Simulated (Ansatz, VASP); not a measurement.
**One calculation of NaF (Villiaumite), two programs**

```xyz
2
Lattice="0.0000 2.3146 2.3146 2.3146 0.0000 2.3146 2.3146 2.3146 0.0000" Properties=species:S:1:pos:R:3 pbc="T T T"
Na    0.0000    0.0000    0.0000
F     2.3146    2.3146    2.3146
```

Alike in both runs: functional PBEsol; k mesh 8 × 8 × 8; no spin polarisation.

Ansatz relaxed the structure, and its values are those at the end. VASP's run is a single point on that final structure, the one shown.

|  | VASP | Ansatz |
| --- | --- | --- |
| version | VASP 6.6.1 | Ansatz 0.2.0 |
| potentials or method | VASP PAW PBE potentials, release 64 (Na_pv, F) | scalar-relativistic, plane waves, PAW |
| plane-wave cutoff (eV) | 520 | 420 |
| occupations | gaussian, width 0.01 eV | fixed |
| valence electrons in the cell | 14 | 16 |

VASP gave:

| Property | Result |
| --- | --- |
| gap on the k mesh at the Fermi level (eV) | 6.18 |
| least direct gap on the mesh (eV) | 6.18 |
| pressure (GPa) | -0.1 |

Q: Estimate Ansatz's values.

A: gap on the k mesh at the Fermi level (eV): 6.20; least direct gap on the mesh (eV): 6.20; pressure (GPa): 0.0.

The two sets of potentials don't hold the same shells in valence.

Caveats: the PAW data sets were made with another functional, which shifts forces and pressure a little (VASP).
